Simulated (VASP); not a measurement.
Crystal: In.

```
CELL_PARAMETERS angstrom
-1.62547 1.62547 2.47370
1.62547 -1.62547 2.47370
1.62547 1.62547 -2.47370
ATOMIC_POSITIONS crystal
In 0.00000 0.00000 0.00000
```

| Item | Value |
| --- | --- |
| Program | VASP 6.6.1 |
| Task | relaxation of cell and atoms |
| Functional | PBE |
| Potentials or basis | VASP PAW PBE potentials, release 64 (In_d) |
| Cutoff | 600 eV |
| k mesh | 20 × 20 × 20 |
| Occupations | methfessel-paxton, width 0.1 eV |
| Spin | no spin polarisation |

At the start: pressure 2.1 GPa; volume 26.14 Å³/atom.

**Question.** Where does the relaxation end?

**Answer.** Over 11 steps the energy falls by 9.1 meV/atom and the volume is 27.51 Å³/atom (+5.2 %); space group I4/mmm (No. 139, to 0.05 Å).

Step by step:
| step | energy change (eV) | largest force (eV/Å) | pressure (GPa) | volume (Å³) |
| --- | --- | --- | --- | --- |
| 1 | 0.0000 | 0.0000 | 2.10 | 26.14 |
| 2 | -0.0087 | 0.0000 | 0.03 | 27.46 |
| 3 | -0.0087 | 0.0000 | 0.05 | 27.49 |
| 4 | -0.0088 | 0.0000 | 0.04 | 27.49 |
| 5 | -0.0090 | 0.0000 | 0.06 | 27.49 |
| 6 | -0.0090 | 0.0000 | 0.04 | 27.48 |
| 7 | -0.0091 | 0.0000 | 0.06 | 27.48 |
| 8 | -0.0091 | 0.0000 | 0.04 | 27.48 |
| 9 | -0.0091 | 0.0000 | 0.06 | 27.48 |
| 10 | -0.0090 | 0.0000 | -0.09 | 27.58 |
| 11 | -0.0091 | 0.0000 | -0.01 | 27.51 |

Final structure:
```
In
1.0
    -1.66539    1.66539    2.47997
     1.66539   -1.66539    2.47997
     1.66539    1.66539   -2.47997
In
1
Direct
  0.00000 0.00000 0.00000
```
